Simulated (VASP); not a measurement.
# BaTiO3 (P4mm) in VASP: a series of runs, part 2 of 3

VASP 6.6.1. The steps go on from the part before.

## (4) Optical spectrum, PBE

INCAR reads:

```
PREC = Accurate ; ENCUT = 520
EDIFF = 1E-6 ; ISMEAR = 0
SIGMA = 0.03 ; LREAL = F
LASPH = T ; NELM = 80
ALGO = Normal ; ISIF = 2
LWAVE = F ; LCHARG = F
GGA = PE ; LOPTICS = T
NBANDS = 52 ; NEDOS = 1000
CSHIFT = 0.05 ; KPAR = 2
```

KPOINTS reads:

```
regular mesh
0
Gamma
  8 8 8
```

POSCAR reads:

```
BaTiO3                                  
1.0
    3.9671433514      0.0000000000      0.0000000000
    0.0000000000      3.9671433514      0.0000000000
    0.0000000000      0.0000000000      4.0656693611
  Ba              Ti              O             
     1     1     3
Direct
     1.0000000000000000    0.0000000000000000    0.9986018169556405
     0.5000000000000000    0.5000000000000000    0.4819255879355182
     0.5000000000000000    0.5000000000000000    0.0291004766978163
     0.5000000000000000    0.0000000000000000    0.5166860592055121
     1.0000000000000000    0.5000000000000000    0.5166860592055121
```

Potentials or basis: VASP PAW PBE potentials, release 64 (Ba_sv, Ti_sv, O).

Launch:

```
$ cat potpaw_PBE.64/Ba_sv/POTCAR potpaw_PBE.64/Ti_sv/POTCAR potpaw_PBE.64/O/POTCAR > POTCAR
$ mpirun -np 2 vasp_std > vasp.out
```

OUTCAR:

```text
PREC = Accurate
   ENCUT = 520
   EDIFF = 1E-6
   ISMEAR = 0
   LREAL = F
   LASPH = T
   NELM = 80
   ISIF = 2
   GGA = PE

 ion  position               nearest neighbor table
   1  0.000  0.000  0.999-   4 2.79   5 2.79   5 2.79   4 2.79   3 2.81   3 2.81   3 2.81   3 2.81
                             4 2.89   5 2.89   5 2.89   4 2.89   2 3.42   2 3.42   2 3.42   2 3.42
   2  0.500  0.500  0.482-   3 1.84   4 1.99   5 1.99   4 1.99   5 1.99   3 2.22   1 3.42   1 3.42
                             1 3.42   1 3.42   1 3.50   1 3.50   1 3.50   1 3.50
   3  0.500  0.500  0.029-   2 1.84   2 2.22   1 2.81   1 2.81   1 2.81   1 2.81
   4  0.500  0.000  0.517-   2 1.99   2 1.99   1 2.79   1 2.79   1 2.89   1 2.89
   5  0.000  0.500  0.517-   2 1.99   2 1.99   1 2.79   1 2.79   1 2.89   1 2.89

  LATTYP: Found a simple tetragonal cell.
 ALAT       =     3.9671433514
 C/A-ratio  =     1.0248355053

  Lattice vectors:

 A1 = (   3.9671433514,   0.0000000000,   0.0000000000)
 A2 = (   0.0000000000,   3.9671433514,   0.0000000000)
 A3 = (   0.0000000000,   0.0000000000,   4.0656693611)

Analysis of symmetry for initial positions (statically):
=====================================================================
 Subroutine PRICEL returns:
 Original cell was already a primitive cell.

 Routine SETGRP: Setting up the symmetry group for a
 simple tetragonal supercell.

 Subroutine GETGRP returns: Found  8 space group operations
 (whereof  8 operations were pure point group operations)
 out of a pool of 16 trial point group operations.

The static configuration has the point symmetry C_4v.

Analysis of symmetry for dynamics (positions and initial velocities):
=====================================================================
 Subroutine PRICEL returns:
 Original cell was already a primitive cell.

 Routine SETGRP: Setting up the symmetry group for a
 simple tetragonal supercell.

 Subroutine GETGRP returns: Found  8 space group operations
 (whereof  8 operations were pure point group operations)
 out of a pool of 16 trial point group operations.

The dynamic configuration has the point symmetry C_4v.

 Subroutine INISYM returns: Found  8 space group operations
 (whereof  8 operations are pure point group operations),
 and found     1 'primitive' translations

----------------------------------------------------------------------------------------

                                     Primitive cell

  volume of cell :      63.9864

[... 148 lines left out ...]
 fundamental gap:      1.8124263915
 Fermi energy:         4.0925209348

 k-point     1 :       0.0000    0.0000    0.0000
  band No.  band energies     occupation
      1     -52.5829      2.00000
      2     -28.8754      2.00000
      3     -28.7991      2.00000
      4     -28.7991      2.00000
      5     -20.9907      2.00000
      6     -13.0457      2.00000
[... 829 lines left out ...]
     31      16.1975      0.00000
     32      16.9705      0.00000

 [... further k-points ...]

 [bands above 32 left out]

------------------------ aborting loop because EDIFF is reached ----------------------------------------

  FORCE on cell =-STRESS in cart. coord.  units (eV):
  Direction    XX          YY          ZZ          XY          YZ          ZX
  --------------------------------------------------------------------------------------
  -------------------------------------------------------------------------------------
  Total        2.5715886      2.5715886      2.5368808      0.0000000      0.0000000      0.0000000
  in kB       64.3908599     64.3908599     63.5218012      0.0000000      0.0000000      0.0000000
  external PRESSURE =      64.1011736 kB  Pullay stress =       0.0000000 kB

 VOLUME and BASIS-vectors are now :
 -----------------------------------------------------------------------------
  energy-cutoff  :      520.00
  volume of cell :       63.99
      direct lattice vectors                 reciprocal lattice vectors
     3.967143351  0.000000000  0.000000000     0.252070548  0.000000000  0.000000000
     0.000000000  3.967143351  0.000000000     0.000000000  0.252070548  0.000000000
     0.000000000  0.000000000  4.065669361     0.000000000  0.000000000  0.245961959

 POSITION                                       TOTAL-FORCE (eV/Angst)
 -----------------------------------------------------------------------------------
      0.00000      0.00000      4.05998        -0.000000      0.000000      0.012907
      1.98357      1.98357      1.95935        -0.000000     -0.000000      0.055711
      1.98357      1.98357      0.11831        -0.000000      0.000000     -0.093146
      1.98357      0.00000      2.10067         0.000000      0.000000      0.012264
      0.00000      1.98357      2.10067         0.000000      0.000000      0.012264
 -----------------------------------------------------------------------------------
    total drift:                                0.000000      0.000000      0.000059

  FREE ENERGIE OF THE ION-ELECTRON SYSTEM (eV)
  ---------------------------------------------------
  free  energy   TOTEN  =       -39.9802232669 eV

  energy  without entropy=      -39.9802232669  energy(sigma->0) =      -39.98022327

 electrical conductivity sigma (Mega S m-1) (frequency dependency in vasprun.xml)
  --------------------------------------------------------------------------------------
       0.000       0.000       0.000
       0.000       0.000       0.000
       0.000       0.000       0.000

  frequency dependent IMAGINARY DIELECTRIC FUNCTION (independent particle, no local field effects) density-density
     E(ev)      X         Y         Z        XY        YZ        ZX
  --------------------------------------------------------------------------------------------------------------
     0.00000     0.00000     0.00000     0.00000     0.00000     0.00000     0.00000
     1.06836     0.00000     0.00000     0.00000     0.00000     0.00000     0.00000
     2.13672     0.00850     0.00850     0.00000     0.00000     0.00000     0.00000
     3.20508     4.80374     4.80374     0.87800     0.00000     0.00000     0.00000
     4.27344    10.07918    10.07918     8.63245     0.00000     0.00000     0.00000
     5.34180     5.17350     5.17350     4.63010     0.00000     0.00000     0.00000
[... 92 lines left out ...]
   104.69935     0.00000     0.00000     0.00000     0.00000     0.00000     0.00000
   105.76772     0.00000     0.00000     0.00000     0.00000     0.00000     0.00000

  frequency dependent      REAL DIELECTRIC FUNCTION (independent particle, no local field effects) density-density
     E(ev)        X           Y           Z          XY          YZ          ZX
  --------------------------------------------------------------------------------------------------------------
     0.00000     6.47544     6.47544     6.06524     0.00000    -0.00000     0.00000
     1.06836     6.76425     6.76425     6.25654     0.00000    -0.00000     0.00000
     2.13672     8.46797     8.46797     7.03981    -0.00000    -0.00000     0.00000
     3.20508     8.63044     8.63044     9.24632    -0.00000    -0.00000    -0.00000
     4.27344     3.65732     3.65732     5.55143     0.00000    -0.00000     0.00000
     5.34180     2.21287     2.21287     2.77504    -0.00000     0.00000     0.00000
[... 92 lines left out ...]
   104.69935     0.94490     0.94490     0.94490    -0.00000     0.00000     0.00000
   105.76772     0.94607     0.94607     0.94607    -0.00000     0.00000     0.00000

  frequency dependent IMAGINARY DIELECTRIC FUNCTION (independent particle, no local field effects) current-current
     E(ev)      X         Y         Z        XY        YZ        ZX
  --------------------------------------------------------------------------------------------------------------
     0.00000     0.00000     0.00000     0.00000     0.00000     0.00000     0.00000
     1.06836     0.00000     0.00000     0.00000     0.00000     0.00000     0.00000
     2.13672     0.00931     0.00931     0.00000     0.00000    -0.00000     0.00000
     3.20508     4.79073     4.79073     0.87335     0.00000    -0.00000     0.00000
     4.27344    10.03282    10.03282     8.60135     0.00000     0.00000     0.00000
     5.34180     5.16922     5.16922     4.63237     0.00000     0.00000    -0.00000
[... 92 lines left out ...]
   104.69935     0.00000     0.00000     0.00000     0.00000     0.00000     0.00000
   105.76772     0.00000     0.00000     0.00000     0.00000     0.00000     0.00000

  frequency dependent      REAL DIELECTRIC FUNCTION (independent particle, no local field effects) current-current
     E(ev)        X           Y           Z          XY          YZ          ZX
  --------------------------------------------------------------------------------------------------------------
     0.00000     6.47755     6.47755     6.06667    -0.00000     0.00000     0.00000
     1.06836     6.76360     6.76360     6.25611    -0.00000     0.00000     0.00000
     2.13672     8.46031     8.46031     7.03901    -0.00000     0.00000     0.00000
     3.20508     8.45560     8.45560     9.19924    -0.00000    -0.00000     0.00000
     4.27344     3.39682     3.39682     5.31935    -0.00000     0.00000     0.00000
     5.34180     2.11821     2.11821     2.67701    -0.00000    -0.00000     0.00000
[... 92 lines left out ...]
   104.69935     0.94490     0.94490     0.94490     0.00000    -0.00000    -0.00000
   105.76772     0.94607     0.94607     0.94607     0.00000    -0.00000    -0.00000
```

Run time: 64 s. Hardware: 2 MPI ranks of AMD EPYC 9R45 (Zen 5), shared host; peak memory 0.5 GiB.

Results:

```
Free energy            : -39.9802 eV
Pressure               : 6.4 GPa
Largest force          : 0.093 eV/Å
Band gap on the k mesh : 1.81 eV, indirect (least direct gap 2.24 eV)
```

Forces on the atoms (eV/Å):
```
Ba   0.000  0.000  0.013
Ti   0.000  0.000  0.056
O    0.000  0.000 -0.093
O    0.000  0.000  0.012
O    0.000  0.000  0.012
```

Stress tensor (GPa, compression positive):
```
6.44 0.00 0.00
0.00 6.44 0.00
0.00 0.00 6.35
```

Levels at points of the mesh, in eV from the valence-band top:
| k point | band 18 | band 19 | band 20 | band 21 | band 22 | band 23 |
| --- | --- | --- | --- | --- | --- | --- |
| (0.00, 0.00, 0.00) | -0.54 | -0.42 | -0.42 | 1.81 | 2.20 | 2.20 |
| (0.50, 0.00, 0.00) | -1.74 | -1.22 | -1.04 | 2.32 | 3.56 | 3.63 |
| (0.50, 0.50, 0.00) | -1.05 | -1.05 | -0.08 | 3.65 | 3.65 | 4.02 |
| (0.00, 0.00, 0.50) | -2.03 | -0.73 | -0.73 | 1.96 | 3.57 | 3.57 |
| (0.50, 0.00, 0.50) | -1.02 | -0.98 | -0.32 | 3.58 | 3.59 | 3.93 |
| (0.50, 0.50, 0.50) | -0.24 | -0.24 | 0.00 | 4.19 | 4.19 | 4.24 |

Dielectric function (mean over the directions given):
```
energy (eV)  real part  imaginary part
       0.32       6.36            0.00
       0.96       6.54            0.00
       1.60       7.00            0.00
       2.35       8.23            0.48
       2.99       9.27            2.25
       3.63       9.95            6.18
       4.38       3.00           10.13
       5.02       2.63            3.55
       5.66       3.47            3.72
       6.41       3.84            3.69
       7.05       4.32            5.30
       7.69       1.63            4.25
       8.44       2.45            5.88
       9.08       0.99            5.62
       9.72       0.77            3.87
      10.47       0.32            6.46
      11.11      -0.30            2.63
      11.75      -0.85            2.23
      12.50      -0.16            1.17
      13.14       0.47            0.64
      13.78       0.93            0.62
      14.53       1.86            0.61
      15.17       1.84            1.67
      15.81       2.16            1.66
      16.56       2.43            1.42
      17.20       1.86            2.73
      17.84       2.40            2.60
      18.59       0.27            4.82
      19.23      -1.47            5.15
      19.98      -1.48            2.10
```

Caveat: independent-particle spectra lack excitons; spin-orbit coupling is left out, which moves the levels of the heavy elements.

## (5) G0W0 quasiparticle levels, PBE

POSCAR reads:

```
BaTiO3                                  
1.0
    3.9671433931      0.0000000000      0.0000000000
    0.0000000000      3.9671433931      0.0000000000
    0.0000000000      0.0000000000      4.0656695141
  Ba              Ti              O             
     1     1     3
Direct
     0.0000000000000000    1.0000000000000000    0.9986017954936577
     0.5000000000000000    0.5000000000000000    0.4819255835919415
     0.5000000000000000    0.5000000000000000    0.0291004934666255
     0.5000000000000000    1.0000000000000000    0.5166860637238945
     0.0000000000000000    0.5000000000000000    0.5166860637238945
```

INCAR.step1 reads:

```
PREC = Accurate ; ENCUT = 500
EDIFF = 1E-8 ; ISMEAR = 0
SIGMA = 0.01 ; LREAL = False
LASPH = True ; NELM = 80
ALGO = Normal ; LWAVE = True
LCHARG = False ; GGA = PE
KPAR = 4
```

INCAR.step2 reads:

```
PREC = Accurate ; ENCUT = 500
EDIFF = 1E-8 ; ISMEAR = 0
SIGMA = 0.01 ; LREAL = False
LASPH = True ; NELM = 1
ALGO = Exact ; LWAVE = True
LCHARG = False ; GGA = PE
KPAR = 4 ; NBANDS = 261
LOPTICS = True ; ISTART = 1
```

INCAR.step3 reads:

```
PREC = Accurate ; ENCUT = 500
EDIFF = 1E-8 ; ISMEAR = 0
SIGMA = 0.01 ; LREAL = False
LASPH = True ; ALGO = EVGW0
LWAVE = False ; LCHARG = False
GGA = PE ; KPAR = 4
NELMGW = 1 ; NBANDS = 261
ENCUTGW = 150 ; NOMEGA = 48
PRECFOCK = Fast ; ISTART = 1
NBANDSGW = 28
```

KPOINTS reads:

```
regular mesh
0
Gamma
  4 4 4
```

Potentials or basis: VASP PAW PBE potentials, release 64 (Ba_sv_GW, Ti_sv_GW, O_GW).

Launch:

```
$ cat potpaw_PBE.64/Ba_sv_GW/POTCAR potpaw_PBE.64/Ti_sv_GW/POTCAR potpaw_PBE.64/O_GW/POTCAR > POTCAR
$ cp INCAR.step1 INCAR
$ mpirun -np 4 vasp_std > vasp.out
$ cp INCAR.step2 INCAR
$ mpirun -np 4 vasp_std > vasp.out
$ cp INCAR.step3 INCAR
$ mpirun -np 4 vasp_std > vasp.out
```

OUTCAR:

```text
PREC = Accurate
   ENCUT = 500
   EDIFF = 1E-8
   ISMEAR = 0
   LREAL = False
   LASPH = True
   GGA = PE
   NELMGW = 1
   ENCUTGW = 150
   PRECFOCK = Fast
   ISTART = 1

 ion  position               nearest neighbor table
   1  0.000  0.000  0.999-
   2  0.500  0.500  0.482-   3 1.84   4 1.99   5 1.99   4 1.99   5 1.99   3 2.22
   3  0.500  0.500  0.029-   2 1.84   2 2.22
   4  0.500  0.000  0.517-   2 1.99   2 1.99
   5  0.000  0.500  0.517-   2 1.99   2 1.99

  LATTYP: Found a simple tetragonal cell.
 ALAT       =     3.9671433931
 C/A-ratio  =     1.0248355331

  Lattice vectors:
[... 164 lines left out ...]
   HFSCREENC=   0.0000 screening length for correlation (either q_TF or 0.3 A-1)
   ENCUTFOCK=  -1.0 apply spherical cutoff to Coloumb kernel
   IVDW    =     0    specifies the selected vdW correction
   LEPSILON=     F    determine dielectric tensor
   LRPA    =     F    only Hartree local field effects (RPA)
   LRPAFORCE           =     F    calculate RPA forces
   ENCUTGW             = 150.0    cutoff for response function in eV
   ENCUTGWSOFT         = 120.0    soft cutoff for Coulomb kernel in GW response function in eV
   ENCUTLF             =  -1.0    cutoff for local field effects
   NELMGW              =     1    number of iterations in solving QP/BSE equation
   NELMHF              =     1    number of iterations in the inner HF iteration
   NKREDLFX            =     1    NKREDLFY  =   1   NKREDLFZ  =   1
 non-spin polarized calculation
 Gauss-broadening in eV      SIGMA  =   0.01
  energy-cutoff  :      500.00
  volume of cell :       63.99
 maximum number of plane-waves:      1639
 NGX is ok and might be reduce to    30
  NGX = 16; NGY = 16; NGZ = 16
   NGX = 15   NGY = 15   NGZ = 15
 maximum number of plane-waves:       280

 QP shifts <psi_nk| G(iteration)W_0 |psi_nk>: iteration 1
 for sc-GW calculations column KS-energies equals QP-energies in previous step
 and V_xc(KS)=  KS-energies - (<T + V_ion + V_H > + <T+V_H+V_ion>^1  + <V_x>^1)

 k-point   1 :       0.0000    0.0000    0.0000
  band No.  KS-energies  QP-energies   sigma(KS)   V_xc(KS)     V^pw_x(r,r')   Z            occupation Imag(sigma)

      1     -50.9333     -51.9599     -26.7180     -24.9709     -41.6879       0.5876       2.0000       1.8338
      2     -27.2335     -28.1291     -25.4798     -24.1088     -34.6468       0.6533       2.0000       1.1122
      3     -27.1606     -28.0273     -25.4587     -24.1232     -34.6102       0.6490       2.0000       1.0397
      4     -27.1606     -28.0273     -25.4587     -24.1232     -34.6102       0.6490       2.0000       1.0397
      5     -19.2409     -20.4551     -16.8725     -15.1300     -24.5641       0.6968       2.0000       1.7061
      6     -11.4306     -12.7460     -21.2233     -19.2459     -30.6434       0.6652       2.0000       1.4794
[... 564 lines left out ...]
     27      13.3603      14.9390     -21.1423     -23.4402     -14.1261       0.6870       0.0000      -0.6883
     28      13.4974      14.9747     -18.9131     -20.9940     -12.3233       0.7099       0.0000      -0.6178
```

OUTCAR.step1:

```text
PREC = Accurate
   ENCUT = 500
   EDIFF = 1E-8
   ISMEAR = 0
   LREAL = False
[... 711 lines left out ...]
      1.98357      1.98357      1.95935        -0.000000     -0.000000     -0.062206
      1.98357      1.98357      0.11831        -0.000000      0.000000     -0.018016
      1.98357      0.00000      2.10067         0.000000      0.000000      0.050444
      0.00000      1.98357      2.10067         0.000000      0.000000      0.050444
 -----------------------------------------------------------------------------------
    total drift:                                0.000000      0.000000     -0.000318

  FREE ENERGIE OF THE ION-ELECTRON SYSTEM (eV)
  ---------------------------------------------------
  free  energy   TOTEN  =       -43.8354006629 eV

  energy  without entropy=      -43.8354006629  energy(sigma->0) =      -43.83540066
```

It took 9.4 min on 4 MPI ranks of AMD EPYC 9R45 (Zen 5), shared host; peak memory 1.3 GiB.

Results:

```yaml
Band_gap_on_the_k_mesh_mean-field_level: 1.86 eV, indirect (least direct gap 2.26 eV)
Quasiparticle_gap: 3.56 eV
Least_direct_quasiparticle_gap: 3.95 eV
```

Levels at points of the mesh, in eV from the valence-band top:
```
           k point  band 17  band 18  band 19  band 20  band 21  band 22  band 23  band 24
(0.00, 0.00, 0.00)    -1.27    -0.51    -0.40    -0.40     1.86     2.25     2.25     4.21
(0.50, 0.00, 0.00)    -1.91    -1.71    -1.19    -1.01     2.34     3.60     3.67     4.22
(0.50, 0.50, 0.00)    -1.84    -1.01    -1.01    -0.04     3.70     3.70     4.08     4.62
(0.00, 0.00, 0.50)    -1.98    -1.97    -0.69    -0.69     1.98     3.60     3.60     4.16
(0.50, 0.00, 0.50)    -1.76    -0.98    -0.94    -0.28     3.63     3.64     3.99     5.01
(0.50, 0.50, 0.50)    -2.45    -0.24    -0.24     0.00     4.23     4.23     4.29     6.56
```

Caveat: the cutoff is under 1.25 times the usual one of these potentials, so pressure, stress and relaxed cells hold a basis-set (Pulay) error; bands, screening cutoff and mesh are small and nothing is extrapolated, so the quasiparticle values aren't converged; spin-orbit coupling is left out, which moves the levels of the heavy elements. A k mesh can miss the band edges.

(Part 2 of 3 ends here.)
